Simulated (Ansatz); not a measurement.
Write the native input for Ansatz 0.2.0 that does the following.

* Task: band structure
* Functional: LDA
* Potentials or basis: all-electron LAPW, scalar-relativistic
* Cutoff: 249 eV (chosen from the basis error)
* Basis error allowed: 0.001 eV/atom
* k mesh: 11 × 11 × 11
* Occupations: fermi-dirac, width 0.05 eV
* Spin: no spin polarisation

Au:

```
Au
1.0
     0.00000    2.03500    2.03500
     2.03500    0.00000    2.03500
     2.03500    2.03500    0.00000
Au
1
Cartesian
  0.0000 0.0000 0.0000
```

These files were run (other wordings do the same):

input.yaml

```yaml
crystal:
  lattice:
    - [0.0, 2.035, 2.035]
    - [2.035, 0.0, 2.035]
    - [2.035, 2.035, 0.0]
  atoms:
    - { symbol: Au, position: [0.0, 0.0, 0.0] }
kpoints:
  mp_grid: { grid: [11, 11, 11] }
  band_path:
    path:
      - [0.0, 0.0, 0.0]
      - [0.5, 0.0, 0.5]
      - [0.5, 0.25, 0.75]
      - [0.375, 0.375, 0.75]
      - [0.0, 0.0, 0.0]
      - [0.5, 0.5, 0.5]
      - [0.625, 0.25, 0.625]
      - [0.5, 0.25, 0.75]
    npoints: 8
scf:
  occupations: { method: fermi_dirac, width: 0.05 }
hamiltonian:
  xc: lda
  pseudopotentials: { kind: all_electron, lapw: { basis_error: 0.001 } }
output:
  forces: true
  stress: true
  eigenvalues: true
```

Potentials or basis: all-electron LAPW, scalar-relativistic.

Launch:

```bash
$ ansatz run input.yaml --threads 1 --pin off --max-ram 3072MiB --backend cpu --events-out ev --progress --plain --runs-dir out
```

Results of the run:

* Pressure: -3.1 GPa
* Band gap along the path: none (metal or under the smearing width)

Caveat: spin-orbit coupling is left out, which moves the levels of the heavy elements.

Wall time 8 s on 1 thread of Arm Neoverse V2, with other jobs on the host, peak memory 0.27 GiB.
